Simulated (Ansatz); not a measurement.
# Debugging a calculation of SiO₂

Someone meant to compute SiO₂ with PBE, plane waves and PAW in Ansatz and wrote this input.

```yaml
crystal:
  lattice:
    - [-2.37405, 2.37405, 3.744]
    - [2.37405, -2.37405, 3.744]
    - [2.37405, 2.37405, -3.744]
  atoms:
    - { symbol: Si, position: [0.0, 0.0, 0.0] }
    - { symbol: Si, position: [0.75, 0.25, 0.5] }
    - { symbol: O, position: [0.99838, 0.625, 0.87338] }
    - { symbol: O, position: [0.375, 0.24838, 0.37338] }
    - { symbol: O, position: [0.75162, 0.125, 0.12662] }
    - { symbol: O, position: [0.875, 0.00162, 0.62662] }
basis:
  ecutwfc: 420
kpoints:
  mp_grid: { grid: [8, 8, 8] }
hamiltonian:
  xc: pbe
scf:
  occupations: { method: gaussian, width: 0.02 }
output:
  forces: true
  stress: true
  eigenvalues: true
magnetization:
  spin_orbit: true
```

Command:

```bash
ansatz run input.yaml --threads 1 --pin off --max-ram 2560MiB --backend cpu --events-out ev --progress --plain --runs-dir out
```

From the log:

```text
Error: inconsistent input (magnetization.spin_orbit, magnetization.noncollinear): true requires noncollinear: true — spin–orbit coupling acts on 2-spinor wavefunctions; set both flags
```

Task: Which fault does the input hold?
A. Spin-orbit coupling without non-collinear spin
B. An atom left out of the cell, with fixed occupations
C. One k-point for a metal
D. Cartesian positions typed as fractional ones
E. An unconverged density accepted at the iteration limit

Result: A. The coupling acts on two-component spinors. The cure is the spin-orbit key removed, as no coupling was intended (to keep it, non-collinear spin must be switched on).

Mended input, as a difference:

```diff
-magnetization:
-  spin_orbit: true
```

The mended run converges, with a pressure of 3.52 GPa, a largest force of 0.131 eV/Å, a gap on the mesh of 6.04 eV.

Time of the mended run: 15 s on 1 thread of Arm Neoverse V2 (shared host), peak memory 0.35 GiB.

This form isn't the usual stable structure of the compound.